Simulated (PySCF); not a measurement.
# C3H2N2 (Malononitrile): the cost of one run

Computed with PySCF 2.14.0, with density-fitted response routines of our own, on a single molecule in the gas phase. Atoms count from 0, in the outputs and in this text.

## (1) The molecule as given

7 atoms, charge 0, multiplicity 1; geometry from: MMFF94s. The atoms were then displaced at random by about 0.03 Å, so the start is not that level's minimum.

Bonds of the start (Å): N0–C1 1.06, C1–C2 1.42, C2–C3 1.61, C3–N4 1.06, C2–H5 1.10, C2–H6 1.08.

## (2) Geometry optimisation at PBE0-D3(BJ)/def2-SVP

The job: settings as JSON, then the geometry in Å.

```
{"job": {"xc": "PBE0", "basis": "def2-SVP", "d3": "d3bj", "grid": 1, "shake": 0.03, "kind": "geom"}, "charge": 0, "multiplicity": 1}
N     -2.141750     0.899670     0.015370
C     -1.237220     0.345130    -0.001470
C     -0.060830    -0.458190    -0.017440
C      1.320230     0.363820    -0.029080
N      2.195510     0.953300    -0.071270
H     -0.003810    -1.076090     0.891530
H      0.019710    -1.129650    -0.856180
```

Command:

```console
$ OMP_NUM_THREADS=1 python probes_run.py task.json out
```

One launch serves the whole session: the jobs run in the order shown.

**Question.** How long does this first job take on 1 thread of Intel Xeon Platinum 8488C, shared host, and how much memory does it need?

About 14 s, with a peak of 0.32 GiB.
